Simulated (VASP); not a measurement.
**From an Ansatz input to VASP: YN (strained rocksalt)**

Ansatz input

```yaml
crystal:
  lattice:
    - [0.0, 2.4235676612, 2.4235676612]
    - [2.4235676612, 0.0, 2.4235676612]
    - [2.4235676612, 2.4235676612, 0.0]
  atoms:
    - { symbol: "Y", position: [0.0, 0.0, 0.0] }
    - { symbol: "N", position: [0.5, 0.5, 0.5] }
kpoints:
  mp_grid: { grid: [10, 10, 10] }
  band_path:
    path:
      - [0.0, 0.0, 0.0]
      - [0.5, 0.0, 0.5]
      - [0.625, 0.25, 0.625]
      - [0.375, 0.375, 0.75]
      - [0.5, 0.5, 0.5]
      - [0.5, 0.25, 0.75]
      - [0.0, 0.5, 0.5]
    npoints: 1
hamiltonian:
  xc: r2scan
scf:
  occupations: { method: fermi_dirac, width: 0.02 }
  n_extra_bands: 4
output:
  forces: true
  stress: true
  eigenvalues: true
```

Which VASP files do the same job?



INCAR

```
NBANDS = 15
ISMEAR = -1
ENCUT = 520
METAGGA = R2SCAN
NSW = 0
PREC = Accurate
EDIFF = 1E-7
ALGO = Normal
IBRION = -1
SIGMA = 0.02
LCHARG = .TRUE.
LREAL = .FALSE.
LELF = .TRUE.
NELM = 120
ISIF = 2
LWAVE = .FALSE.
LASPH = .TRUE.
```

KPOINTS

```
KPOINTS created by Atomic Simulation Environment
0
Gamma
10 10 10
0 0 0
```

KPOINTS_OPT

```
special points
7
Reciprocal
0.0000000000 0.0000000000 0.0000000000 1
0.5000000000 0.0000000000 0.5000000000 1
0.6250000000 0.2500000000 0.6250000000 1
0.3750000000 0.3750000000 0.7500000000 1
0.5000000000 0.5000000000 0.5000000000 1
0.5000000000 0.2500000000 0.7500000000 1
0.0000000000 0.5000000000 0.5000000000 1
```

POSCAR

```
Y  N
 1.0000000000000000
     0.0000000000000000    2.4235676611999999    2.4235676611999999
     2.4235676611999999    0.0000000000000000    2.4235676611999999
     2.4235676611999999    2.4235676611999999    0.0000000000000000
 Y   N
   1   1
Cartesian
  0.0000000000000000  0.0000000000000000  0.0000000000000000
  2.4235676611999999  2.4235676611999999  2.4235676611999999
```

VASP ran with the recommended PBE PAW datasets (16 valence electrons in the cell). Other inputs would serve too.

```tsv
	Ansatz	VASP
gap between bands v and c	0.53 eV	0.54 eV
least direct gap	0.90 eV	0.92 eV
pressure	5.4 GPa	5.5 GPa
```

Datasets and cutoffs are each program's own. VASP's cell holds 16 valence electrons and Ansatz's 16. Ansatz's stress includes a Pulay correction; VASP's doesn't.
